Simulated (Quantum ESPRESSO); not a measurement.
Pd:

```xyz
1
Lattice="0.0000 1.9465 1.9465 1.9465 0.0000 1.9465 1.9465 1.9465 0.0000" Properties=species:S:1:pos:R:3 pbc="T T T"
Pd    0.0000    0.0000    0.0000
```

```yaml
Program: Quantum ESPRESSO 7.5
Task: phonons and electron-phonon coupling
Functional: PBEsol
Potentials_or_basis: GBRV 1.5 PBEsol
Cutoff: 612 eV
Density_cutoff: 4898 eV
k_mesh: 12 × 12 × 12
Occupations: methfessel-paxton, width 0.272 eV
Spin: no spin polarisation
Mixing_beta: 0.5
Most_SCF_iterations: 120
SCF_threshold: 2e-10 Ry
q_mesh: 4 × 4 × 4
```

The cell and the atoms were relaxed first, to 14.57 Å³/atom (a = 2.741 Å, b = 2.741 Å, c = 2.741 Å, α = 60.00°, β = 60.00°, γ = 60.00°), and the response was taken there.

Levels for the coupling come from a 36 × 36 × 36 mesh; ten broadenings of the double delta from 0.07 to 0.68 eV; Tc from the McMillan formula in the Allen-Dynes form.

Q: How strong is the electron-phonon coupling, and what superconducting temperature follows?

A: Over broadenings from 0.27 to 0.54 eV, λ lies between 0.24 and 0.28 and ω_log near 175 K, which gives Tc from 0.0 to 0.0 K at μ* = 0.10 and from 0.0 to 0.0 K at μ* = 0.13.

Electron-phonon coupling by broadening of the double delta (levels on a 36 × 36 × 36 mesh):
```csv
broadening (eV),λ,N(E_F) (states/eV a spin and cell),ω_log (K),"Tc, μ* 0.10 (K)","Tc, μ* 0.13 (K)"
0.07,0.39,1.318,177,0.6,0.3
0.14,0.34,1.186,175,0.2,0.1
0.20,0.30,1.065,174,0.1,0.0
0.27,0.28,0.962,174,0.0,0.0
0.34,0.27,0.876,174,0.0,0.0
0.41,0.25,0.806,175,0.0,0.0
0.48,0.25,0.749,176,0.0,0.0
0.54,0.24,0.701,176,0.0,0.0
0.61,0.23,0.662,177,0.0,0.0
0.68,0.23,0.629,178,0.0,0.0
```

Phonon frequencies at the corners of the path (cm⁻¹, interpolated; i marks imaginary ones):
```
point  frequencies
    Γ        0 0 0
    X  165 165 232
    W  149 196 196
    K  147 184 210
    L  117 117 239
    U  147 184 210
```

Coupling and linewidth of each mode at the computed q points (broadening 0.27 eV):
| q | cm⁻¹ | λ of the modes | linewidths (GHz) |
| --- | --- | --- | --- |
| (0.00, 0.00, 0.25) | 73 73 168 | 0.15 0.15 0.05 | 9 9 15 |
| (0.00, 0.00, -0.50) | 117 117 239 | 0.07 0.07 0.02 | 11 11 14 |
| (0.00, 0.25, 0.25) | 109 109 165 | 0.08 0.08 0.09 | 11 11 26 |
| (0.00, 0.25, -0.50) | 138 153 219 | 0.08 0.13 0.03 | 17 33 18 |
| (0.00, 0.25, -0.25) | 101 153 205 | 0.20 0.09 0.04 | 23 23 20 |
| (0.00, -0.50, -0.50) | 165 165 232 | 0.08 0.08 0.05 | 25 24 30 |
| (0.25, -0.50, -0.25) | 149 196 196 | 0.14 0.05 0.05 | 36 23 24 |

The smallest broadenings aren't converged on these meshes, and μ* is assumed, not computed; spin fluctuations are left out.

Caveat: λ from interpolated matrix elements is rough: modes that symmetry makes equal can differ by tens of percent.
